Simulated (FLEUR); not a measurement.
The system is NaI.

```
I Na
1.0
     0.00000    3.23640    3.23640
     3.23640    0.00000    3.23640
     3.23640    3.23640    0.00000
I Na
1 1
Direct
  0.50000 0.50000 0.50000
  0.00000 0.00000 0.00000
```

Base run:

| Item | Value |
| --- | --- |
| Program | FLEUR MaX-R8.1 (later development tree) |
| Functional | LDA |
| Potentials or basis | all-electron |
| Basis | FLAPW |
| Kmax | 4.1 1/bohr |
| k mesh | 7 × 7 × 7 |
| Occupations | fermi-dirac, width 0.05 eV |
| Spin | no spin polarisation |

Its results: band gap on the k mesh 3.33 eV, direct.

Q: The run is repeated on the same cell with these changes: functional from LDA to PBEsol. What comes out?

A: Band gap on the k mesh 3.51 eV, direct.

Caveats: spin-orbit coupling is left out, which moves the levels of the heavy elements.
